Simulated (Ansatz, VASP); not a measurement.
PbS in VASP and in Ansatz

File INCAR:

```
PREC = Accurate
ENCUT = 520
EDIFF = 1E-6
ISMEAR = -1
SIGMA = 0.05
LREAL = False
LASPH = True
NELM = 60
ALGO = Normal
ISIF = 2
LWAVE = False
LCHARG = False
GGA = RP
NBANDS = 17
```

The input KPOINTS:

```
regular mesh
0
Gamma
  8 8 7
```

Contents of POSCAR:

```
PbS
1.0
    4.0896976867      0.0000000000      0.0000000000
   -2.0448488433      3.5417820905      0.0000000000
    0.0000000000      0.0000000000      3.7881670000
Pb S
1 1
Direct
    0.0000000000      0.0000000000      0.0000000000
    0.6666666667      0.3333333333      0.5000000000
```

Contents of input.yaml:

```yaml
crystal:
  lattice:
    - [4.0896976867, 0.0, 0.0]
    - [-2.0448488433, 3.5417820905, 0.0]
    - [0.0, 0.0, 3.788167]
  atoms:
    - { symbol: Pb, position: [0.0, 0.0, 0.0] }
    - { symbol: S, position: [0.6666666667, 0.3333333333, 0.5] }
hamiltonian:
  xc: rpbe
  pseudopotentials: { kind: paw }
kpoints:
  mp_grid: { grid: [8, 8, 7] }
  band_path:
    path:
      - [[0.0, 0.0, 0.0], [0.5, 0.0, 0.0], [0.3333333333, 0.3333333333, 0.0], [0.0, 0.0, 0.0], [0.0, 0.0, 0.5], [0.5, 0.0, 0.5], [0.3333333333, 0.3333333333, 0.5], [0.0, 0.0, 0.5]]
      - [[0.5, 0.0, 0.5], [0.5, 0.0, 0.0]]
      - [[0.3333333333, 0.3333333333, 0.0], [0.3333333333, 0.3333333333, 0.5]]
    npoints: 14
scf:
  occupations: { method: fermi_dirac, width: 0.05 }
  n_extra_bands: 6
output:
  forces: true
  stress: true
  eigenvalues: true
  fatbands: false
  write_density: true
  write_potential: true
  elf: true
  volumetric_format: npy
```

Measurements of this composition are mostly on another form, of space group No. 225.

Alike in both runs: functional RPBE; k mesh 8 × 8 × 7; occupations fermi-dirac, width 0.05 eV; no spin polarisation.

|  | VASP | Ansatz |
| --- | --- | --- |
| version | VASP 6.6.1 | Ansatz 0.2.0 |
| potentials or method | VASP PAW PBE potentials, release 64 (Pb_d, S) | Ansatz PAW |
| plane-wave cutoff (eV) | 520 | 420 |
| valence electrons in the cell | 20 | 20 |
| task | single point | band structure |

|  | VASP | Ansatz | Ansatz less VASP |
| --- | --- | --- | --- |
| gap on the k mesh at the Fermi level (eV) | 0.30 | 0.29 | -0.003 |
| least direct gap on the mesh (eV) | 1.70 | 1.70 | -0.004 |
| pressure (GPa) | 1.8 | 1.9 | +0.09 |
| largest component of the traceless stress (GPa) | 0.09 | 0.10 | +0.013 |

With one functional, cell and mesh, what is left measures potentials, basis and numerics.

Caveats: the PAW data sets were made with another functional, which shifts forces and pressure a little (VASP); spin-orbit coupling is left out, which as a rule narrows the gap of such compounds by several tenths of an eV (VASP); an odd mesh through Γ misses points on the zone boundary, where band edges often lie (VASP); spin-orbit coupling is left out, which moves the levels of the heavy elements (Ansatz); the PAW data sets come from PBE, with cores solved anew for the run's functional, which leaves a small shift of forces and pressure (Ansatz).
